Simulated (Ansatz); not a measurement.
# Relaxation path: Bi (A7 type)

DFT, PBE, PAW with Ansatz's default frozen-core files, scalar-relativistic (Ansatz 0.2.0); a Γ-centred 10×10×10 k mesh, Fermi–Dirac smearing of 0.05 eV, no spin polarisation. The run relaxes cell and atoms at a target pressure of -0.57 GPa.

Command: `ansatz run input.yaml --threads 1 --pin off --max-ram 3584MiB --backend cpu --events-out ev --progress --plain --runs-dir out` It took 71 s on 1 thread of Intel(R) Xeon(R) Platinum 8488C (Sapphire Rapids), on a shared host, peak memory 0.5 GiB.

PAW: frozen-core files, cutoff 420 eV; forces are relaxed below 0.005 eV/Å.

Each step lists its enthalpy F + pV a cell above the last geometry, the pressure, the cell vectors (Å), and Cartesian positions (Å) with forces (eV/Å).

The first step:

```
step 1  dH = 39.36 meV  P = 2.30 GPa
  cell 2.2621 -1.3061 3.9965  0.0000 2.6121 3.9965  -2.2621 -1.3061 3.9965
  Bi 0.0000 0.0000 2.7815   0.0000 0.0000 0.3705
  Bi 0.0000 0.0000 -2.7815   0.0000 0.0000 -0.3705
```

Spin–orbit coupling is left out, which matters for the heavy atoms.

The symmetry of the start is kept and no stability test is made, so the end need not be the stable phase.

Where does the relaxation end, and by which steps?

After 7 geometries, with conventional a, b, c = 4.598, 4.598, 12.370 Å, at 37.746 Å³/atom (+6.56 % against the start) in space group R-3m, with a shortest distance of 3.112 Å. The further steps:
```
step 2  dH = 23.75 meV  P = -2.04 GPa
  cell 2.3225 -1.3409 4.1121  0.0000 2.6818 4.1121  -2.3225 -1.3409 4.1121
  Bi 0.0000 0.0000 2.9107   0.0000 0.0000 -0.3628
  Bi 0.0000 0.0000 -2.9107   0.0000 0.0000 0.3628
step 3  dH = 1.55 meV  P = -0.67 GPa
  cell 2.3076 -1.3323 4.0573  0.0000 2.6646 4.0573  -2.3076 -1.3323 4.0573
  Bi 0.0000 0.0000 2.8451   0.0000 0.0000 -0.0667
  Bi 0.0000 0.0000 -2.8451   0.0000 0.0000 0.0667
step 4  dH = 0.79 meV  P = -0.47 GPa
  cell 2.3035 -1.3299 4.0647  0.0000 2.6598 4.0647  -2.3035 -1.3299 4.0647
  Bi 0.0000 0.0000 2.8443   0.0000 0.0000 -0.0193
  Bi 0.0000 0.0000 -2.8443   0.0000 0.0000 0.0193
step 5  dH = 0.06 meV  P = -0.52 GPa
  cell 2.2980 -1.3268 4.1097  0.0000 2.6535 4.1097  -2.2980 -1.3268 4.1097
  Bi 0.0000 0.0000 2.8688   0.0000 0.0000 -0.0150
  Bi 0.0000 0.0000 -2.8688   0.0000 0.0000 0.0150
step 6  dH = 0.01 meV  P = -0.57 GPa
  cell 2.3000 -1.3279 4.1179  0.0000 2.6559 4.1179  -2.3000 -1.3279 4.1179
  Bi 0.0000 0.0000 2.8700   0.0000 0.0000 0.0020
  Bi 0.0000 0.0000 -2.8700   0.0000 0.0000 -0.0020
step 7  dH = 0.00 meV  P = -0.57 GPa
  cell 2.2989 -1.3273 4.1235  0.0000 2.6546 4.1235  -2.2989 -1.3273 4.1235
  Bi 0.0000 0.0000 2.8736   0.0000 0.0000 0.0001
  Bi 0.0000 0.0000 -2.8736   0.0000 0.0000 -0.0001
step 8  dH = -0.73 meV  P = -0.58 GPa  (same geometry on a basis chosen anew; earlier energies don't compare to the last digit)
  cell 2.2989 -1.3273 4.1235  0.0000 2.6546 4.1235  -2.2989 -1.3273 4.1235
  Bi 0.0000 0.0000 2.8736   0.0000 0.0000 0.0001
  Bi 0.0000 0.0000 -2.8736   0.0000 0.0000 -0.0001
```
